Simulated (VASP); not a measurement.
Wanted: the native input for a VASP 6.6.1 run.

```yaml
Task: single point
Functional: PBE
Potentials_or_basis: VASP PAW PBE potentials, release 64 (Ga_d, N)
Cutoff: 520 eV
k_mesh: 4 × 6 × 6
Occupations: gaussian, width 0.1 eV
Spin: no spin polarisation
Dipole_correction: no
Further_INCAR_settings: ALGO = Fast; EDIFF = 1e-06; NBANDS = 46
```

The structure of GaN lies in POSCAR:

```
GaN
1.0
    5.9516609400      0.0000000000      0.0000000000
    0.0000000000      3.3887979800      0.0000000000
    0.0000000000      0.0000000000      3.2087323100
Ga N
4 4
Direct
    0.7500000000      0.0000000000      0.3554073800
    0.0000000000      0.5000000000      0.0000000000
    0.2500000000      0.0000000000      0.6445926200
    0.5000000000      0.5000000000      0.0000000000
    0.7500000000      0.5000000000      0.6445926200
    0.0000000000      0.0000000000      0.0000000000
    0.2500000000      0.5000000000      0.3554073800
    0.5000000000      0.0000000000      0.0000000000
```

The cell was built by a generator and needn't be a form met in nature.

The input as run:

INCAR

```
PREC = Accurate
ENCUT = 520
EDIFF = 1E-6
ISMEAR = 0
SIGMA = 0.1
LREAL = F
LASPH = T
NELM = 100
ALGO = Fast
ISIF = 2
LWAVE = F
LCHARG = T
GGA = PE
LELF = T
LVHAR = T
NBANDS = 46
```

KPOINTS

```
Automatic mesh
0
Gamma
  4 6 6
```

Potentials or basis: VASP PAW PBE potentials, release 64 (Ga_d, N).

The run is started by

```sh
$ cat potpaw_PBE.64/Ga_d/POTCAR potpaw_PBE.64/N/POTCAR > POTCAR
$ mpirun -np 1 vasp_std > vasp.out
```

Results of the run:

```
Pressure               : 107.0 GPa
Largest force          : 5.295 eV/Å
Band gap on the k mesh : 0.76 eV, indirect (least direct gap 0.80 eV)
```

Caveat: a pressure of tens of GPa on the cell as given is suspect, and the run, the potentials or the cell itself is likely at fault; forces of over 1 eV/Å show positions far from the minimum, so gaps and moduli don't describe the material at rest.

Run time: 68 s on 1 thread of Intel(R) Xeon(R) 6975P-C (Granite Rapids), on a shared host, peak memory 0.24 GiB.
